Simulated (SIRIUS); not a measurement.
# GaAs (F-43m) in SIRIUS: reference runs

Aim: a first look at GaAs with PBEsol, on the cell as given.

All numbers are computed with SIRIUS 7.12.0; they aren't measurements. Logs are shortened: lines on timing, memory, paths and dates and some standing lists are left out, and cuts for length are marked. The log counts tension as positive stress, the text compression.

**Experimental background.**

From “Evidence of valence band perturbations in GaAsN/GaAs(001): A combined variable-angle spectroscopic ellipsometry and modulated photoreflectance investigation”, 2008, arxiv:0805.2212, for a bulk crystal of GaAs at 300 K: band gap 1.418 ± 0.005 eV (direct).

The results are compared with them further down.

## Step 1: The crystal as given

It takes space group F-43m (No. 216, cubic). The conventional cell has a = 5.654 Å, b = 5.654 Å, c = 5.654 Å, α = 90.00°, β = 90.00°, γ = 90.00°. As (site symmetry -43m) has 4 Ga at 2.45 Å as nearest neighbours. Ga (site symmetry -43m) is surrounded by 4 As at 2.45 Å.

## Step 2: Single point, PBEsol

File sirius.json:

```json
{
  "control": {
    "processing_unit": "cpu",
    "verbosity": 2,
    "num_bands_to_print": 22,
    "print_forces": true,
    "print_stress": true
  },
  "parameters": {
    "electronic_structure_method": "pseudopotential",
    "xc_functionals": ["XC_GGA_X_PBE_SOL", "XC_GGA_C_PBE_SOL"],
    "gk_cutoff": 9.2,
    "pw_cutoff": 18.4,
    "ngridk": [8, 8, 8],
    "shiftk": [0, 0, 0],
    "smearing": "fermi_dirac",
    "smearing_width": 0.0018374661,
    "num_bands": 22,
    "num_mag_dims": 0,
    "num_dft_iter": 100,
    "energy_tol": 1e-08,
    "density_tol": 1e-06
  },
  "iterative_solver": {
    "type": "davidson",
    "min_tolerance": 1e-10
  },
  "mixer": {
    "type": "anderson",
    "beta": 0.7,
    "max_history": 8
  },
  "settings": {
    "tol_ne": 1e-10,
    "pseudo_grid_cutoff": 6.5
  },
  "unit_cell": {
    "lattice_vectors": [
      [0.0, 5.341972295398, 5.341972295398],
      [5.341972295398, 0.0, 5.341972295398],
      [5.341972295398, 5.341972295398, 0.0]
    ],
    "atom_coordinate_units": "lattice",
    "atom_types": ["As", "Ga"],
    "atom_files": {
      "Ga": "Ga.json",
      "As": "As.json"
    },
    "atoms": {
      "As": [
        [0.75, 0.75, 0.75]
      ],
      "Ga": [
        [0.0, 0.0, 0.0]
      ]
    }
  }
}
```

Potentials or basis: PseudoDojo 0.4.1 PBEsol standard (scalar relativistic).

Started as:

```sh
$ upf_to_json Ga.upf
$ upf_to_json As.upf
$ OMP_NUM_THREADS=1 sirius.scf --input=sirius.json --output=out.json --task=0
```

Standard output:

```text
[info] SIRIUS version : 7.12.0
[info] number of MPI ranks           : 1
[info] MPI grid                      : 1 1
[info] maximum number of OMP threads : 1
[fft] FFT context for density and potential
[fft] =====================================
[fft]   comm size                             : 1
[fft]   plane wave cutoff                     : 18.4
[fft]   grid size                             : 48 48 48   total : 110592
[fft]   grid limits                           : -23 24   -23 24   -23 24
[fft]   number of G-vectors within the cutoff : 15976
[fft]   local number of G-vectors             : 15976
[fft]   number of G-shells                    : 865
[fft] FFT context for coarse grid
[fft] =====================================
[fft]   comm size                             : 1
[fft]   plane wave cutoff                     : 18.4
[fft]   grid size                             : 48 48 48   total : 110592
[fft]   grid limits                           : -23 24   -23 24   -23 24
[fft]   number of G-vectors within the cutoff : 15976
[fft]   local number of G-vectors             : 15976
[fft]   number of G-shells                    : 865
[unit cell] lattice vectors
[unit cell]   a1 :       0.0000000000      5.3419722954      5.3419722954
[unit cell]   a2 :       5.3419722954      0.0000000000      5.3419722954
[unit cell]   a3 :       5.3419722954      5.3419722954      0.0000000000
[unit cell] reciprocal lattice vectors
[unit cell]   b1 :      -0.5880960214      0.5880960214      0.5880960214
[unit cell]   b2 :       0.5880960214     -0.5880960214      0.5880960214
[unit cell]   b3 :       0.5880960214      0.5880960214     -0.5880960214
[unit cell] unit cell volume :       304.88417977 [a.u.^3]
[unit cell] 1/sqrt(omega)    :         0.05727071
[unit cell] MT volume        :         0.00000000 ( 0.00%)
[unit cell] IT volume        :       304.88417977 (100.00%)
[unit cell] number of atom types : 2
[unit cell] type id : 0 symbol : As mt_radius :  13.410000 num_atoms : 1
[unit cell] type id : 1 symbol : Ga mt_radius :  19.010000 num_atoms : 1
[unit cell] total number of atoms : 2
[unit cell] number of symmetry classes : 2
[unit cell] number of PAW atoms : 0
[unit cell] atom id  type id  class id             position                      vector_field
[unit cell] ------------------------------------------------------------------------------------------
[unit cell]      0        0        0      0.75000   0.75000   0.75000      0.00000   0.00000   0.00000
[unit cell]      1        1        1      0.00000   0.00000   0.00000      0.00000   0.00000   0.00000
[unit cell] atom id         position (Cartesian, a.u.)
[unit cell] ---------------------------------------------
[unit cell]      0       8.012958    8.012958    8.012958
[unit cell]      1       0.000000    0.000000    0.000000
[unit cell] class id : 0 atom id : 0
[unit cell] class id : 1 atom id : 1
[unit cell] minimum bond length:     4.626284
[unit cell] total number of pseudo wave-functions: 18
[sym] space group number   : 216
[sym] international symbol : F-43m
[sym] Hall symbol          : F -4 2 3
[sym] space group transformation matrix :
[sym]   0.0000  0.5000  0.5000
[... 263 lines left out ...]
[find] Total energy                   :    -182.30732305 (Ha),    -364.61464610 (Ry)
[find] Free energy (E-TS)             :    -182.30732475 (Ha),    -364.61464951 (Ry)
[find] band gap (eV)                  :       0.44131064
[find] Efermi                         :       0.32768213
[find] iteration : 9, RMS (target) : 4.5888e-06 (1.0000e-06) , energy difference (target) : -4.0372e-09 (1.0000e-08)
[find] bands are converged : true
[find] iterative solver converged : false
[find] +------------------------------+
[find] | SCF iteration  10 out of 100|
[find] +------------------------------+
[diagonalize] iterative solver tolerance (occupied, empty): 3.43122e-07 3.43122e-07
[diagonalize] average number of iterations: 1.34483
[diagonalize] Lowest band energies
[diagonalize] ik:    0   -0.975864   -0.975864   -0.975864   -0.975500   -0.975500   -0.225562   -0.225562   -0.225562   -0.222671   -0.222671   -0.150150    0.318496    0.318496    0.318496    0.334714    0.454757    0.454757    0.454757    0.590841    0.691615    0.691616    0.739509
[diagonalize] ik:    1   -0.975863   -0.975859   -0.975859   -0.975499   -0.975499   -0.226067   -0.225431   -0.225431   -0.222678   -0.222678   -0.143423    0.245396    0.309774    0.309774    0.375052    0.467586    0.467586    0.470744    0.626203    0.658398    0.658398    0.713913
[diagonalize] ik:    2   -0.975860   -0.975848   -0.975848   -0.975496   -0.975496   -0.227168   -0.225146   -0.225146   -0.222661   -0.222661   -0.124638    0.165415    0.293484    0.293484    0.369503    0.486525    0.486525    0.534453    0.642304    0.649240    0.649240    0.752438
[diagonalize] ik:    3   -0.975857   -0.975837   -0.975837   -0.975493   -0.975493   -0.228150   -0.224920   -0.224920   -0.222584   -0.222584   -0.099459    0.101103    0.280946    0.280946    0.357294    0.489520    0.489520    0.594684    0.643674    0.692488    0.692488    0.818453
[diagonalize] ik:    4   -0.975856   -0.975833   -0.975833   -0.975491   -0.975491   -0.228531   -0.224847   -0.224847   -0.222530   -0.222530   -0.085087    0.073356    0.276443    0.276443    0.352681    0.487543    0.487543    0.597732    0.696006    0.754662    0.754665    0.775262
[diagonalize] ...
[diagonalize] ik:   24   -0.975878   -0.975819   -0.975808   -0.975510   -0.975475   -0.229072   -0.224295   -0.224103   -0.223249   -0.222369   -0.076383    0.095572    0.205788    0.226829    0.413089    0.433579    0.547134    0.635389    0.684300    0.751165    0.807765    0.838635
[diagonalize] ik:   25   -0.975864   -0.975828   -0.975804   -0.975506   -0.975477   -0.229175   -0.224386   -0.224019   -0.223103   -0.222478   -0.061767    0.077784    0.182683    0.220220    0.426142    0.489489    0.532731    0.604693    0.663512    0.765232    0.791955    0.838603
[diagonalize] ik:   26   -0.975852   -0.975839   -0.975809   -0.975501   -0.975482   -0.228986   -0.224532   -0.224145   -0.222957   -0.222572   -0.066932    0.083983    0.177348    0.232887    0.439080    0.508416    0.516158    0.600015    0.636742    0.700718    0.832317    0.847093
[diagonalize] ik:   27   -0.975882   -0.975812   -0.975798   -0.975513   -0.975470   -0.229477   -0.224056   -0.223879   -0.223340   -0.222340   -0.056889    0.070492    0.202159    0.205645    0.409245    0.417721    0.615793    0.623372    0.720232    0.770087    0.806360    0.816963
[diagonalize] ik:   28   -0.975854   -0.975840   -0.975798   -0.975505   -0.975478   -0.229227   -0.224403   -0.223933   -0.223065   -0.222537   -0.055798    0.074211    0.187442    0.194494    0.487436    0.488812    0.515242    0.537516    0.722659    0.768474    0.804359    0.823475
[find] Charges and magnetic moments
[find] --------------------------------------------------------------------------------
[find] total charge          : 28.000000
[find] Energy
[find] --------------------------------------------------------------------------------
[find] valence_eval_sum               :     -11.01347741
[find] <rho|V^{XC}>                   :     -29.41104711
[find] <rho|E^{XC}>                   :     -44.23400420
[find] <mag|B^{XC}>                   :       0.00000000
[find] <rho|V^{H}>                    :     114.58893967
[find] one-electron contribution      :     -96.19136997 (Ha),    -192.38273994 (Ry)
[find] hartree contribution           :      57.29446983
[find] xc contribution                :     -44.23400420
[find] ewald contribution             :     -99.17641689
[find] PAW contribution               :       0.00000000
[find] smearing (-TS)                 :      -0.00000170
[find] SCF correction                 :      -0.00000182
[find] Total energy                   :    -182.30732305 (Ha),    -364.61464610 (Ry)
[find] Free energy (E-TS)             :    -182.30732475 (Ha),    -364.61464951 (Ry)
[find] band gap (eV)                  :       0.44131352
[find] Efermi                         :       0.32768250
[find] iteration : 10, RMS (target) : 8.0200e-07 (1.0000e-06) , energy difference (target) : -9.2621e-10 (1.0000e-08)
[find] bands are converged : true
[find] iterative solver converged : false
[find] converged after 11 SCF iterations!
[find] Charges and magnetic moments
[find] --------------------------------------------------------------------------------
[find] total charge          : 28.000000
[find] Energy
[find] --------------------------------------------------------------------------------
[find] valence_eval_sum               :     -11.01347741
[find] <rho|V^{XC}>                   :     -29.41104711
[find] <rho|E^{XC}>                   :     -44.23400420
[find] <mag|B^{XC}>                   :       0.00000000
[find] <rho|V^{H}>                    :     114.58893967
[find] one-electron contribution      :     -96.19136997 (Ha),    -192.38273994 (Ry)
[find] hartree contribution           :      57.29446983
[find] xc contribution                :     -44.23400420
[find] ewald contribution             :     -99.17641689
[find] PAW contribution               :       0.00000000
[find] smearing (-TS)                 :      -0.00000170
[find] SCF correction                 :      -0.00000182
[find] Total energy                   :    -182.30732305 (Ha),    -364.61464610 (Ry)
[find] Free energy (E-TS)             :    -182.30732475 (Ha),    -364.61464951 (Ry)
[find] band gap (eV)                  :       0.44131352
[find] Efermi                         :       0.32768250
[ground_state] === stress tensor components [kbar] ===
[ground_state] === stress_kin ===
[ground_state] -89287.723292   -0.000000    0.000000
[ground_state]    -0.000000-89287.723292   -0.000000
[ground_state]     0.000000   -0.000000-89287.723292
[ground_state] === stress_har ===
[ground_state] -18429.526037    0.000000    0.000000
[ground_state]     0.000000-18429.526037   -0.000000
[ground_state]     0.000000   -0.000000-18429.526037
[ground_state] === stress_ewald ===
[ground_state] 31901.409728    0.000000    0.000000
[ground_state]     0.00000031901.409728    0.000000
[ground_state]     0.000000    0.00000031901.409728
[ground_state] === stress_vloc ===
[ground_state]   695.433922    0.000000    0.000000
[ground_state]     0.000000  695.433922    0.000000
[ground_state]     0.000000    0.000000  695.433922
[ground_state] === stress_xc ===
[ground_state] -14040.573709    0.000000    0.000000
[ground_state]     0.000000-14040.573709    0.000000
[ground_state]     0.000000    0.000000-14040.573709
[ground_state] === stress_core ===
[ground_state] 23949.541373    0.000000    0.000000
[ground_state]     0.00000023949.541373    0.000000
[ground_state]     0.000000    0.00000023949.541373
[ground_state] === stress_nonloc ===
[ground_state] 65208.800617    0.000000    0.000000
[ground_state]     0.00000065208.800617   -0.000000
[ground_state]     0.000000   -0.00000065208.800617
[ground_state] === stress_us_nl ===
[ground_state] 65208.800617    0.000000    0.000000
[ground_state]     0.00000065208.800617   -0.000000
[ground_state]     0.000000   -0.00000065208.800617
[ground_state] === stress_total ===
[ground_state]    -2.637399   -0.000000    0.000000
[ground_state]    -0.000000   -2.637399   -0.000000
[ground_state]     0.000000   -0.000000   -2.637399
[ground_state] ==== total Forces in Ha/bohr =====
[ground_state] atom:    0, force:       0.0000000      0.0000000      0.0000000
[ground_state] atom:    1, force:       0.0000000     -0.0000000      0.0000000
[ground_state] ==== ultrasoft contribution from Qij =====
[ground_state] atom:    0, force:       0.0000000      0.0000000      0.0000000
[ground_state] atom:    1, force:       0.0000000      0.0000000      0.0000000
[ground_state] ==== non-local contribution from Beta-projector =====
[ground_state] atom:    0, force:       0.0000000      0.0000000      0.0000000
[ground_state] atom:    1, force:       0.0000000     -0.0000000      0.0000000
[ground_state] ==== contribution from local potential =====
[ground_state] atom:    0, force:       0.0000000      0.0000000      0.0000000
[... 5 lines left out ...]
[ground_state] atom:    0, force:       0.0000000      0.0000000      0.0000000
[ground_state] atom:    1, force:       0.0000000      0.0000000      0.0000000
[~DFT_ground_state] local op. applied: 15543
[~DFT_ground_state] evp. work count: 2921.39
[~DFT_ground_state] number of iterative solver steps: 797
```

It took 44 s on 1 thread of Intel Xeon Platinum 8259CL at 2.50GHz (Skylake/Cascade Lake), shared host; peak memory 0.35 GiB.

What came out:

| Item | Value |
| --- | --- |
| Free energy | -4960.8350 eV |
| Pressure | 0.3 GPa |
| Band gap on the k mesh | 0.44 eV |

## Step 3: Against experiment

Step 2. Measured gap of GaAs: 1.418 eV (direct; 300 K; “Evidence of valence band perturbations in GaAsN/GaAs(001): A combined variable-angle spectroscopic ellipsometry and modulated photoreflectance investigation”, 2008, arxiv:0805.2212). This calculation gives 0.44 eV (-0.98 eV). 3 values of this kind are on record (1.412 to 1.51 eV); this one was drawn at random among those near their median, those with a stated uncertainty first. Spin-orbit coupling on As, Ga is left out. The value is that of PBEsol on a finite k mesh, which can miss the band edges, without temperature or zero-point motion. Semilocal functionals fall short of measured gaps as a rule.
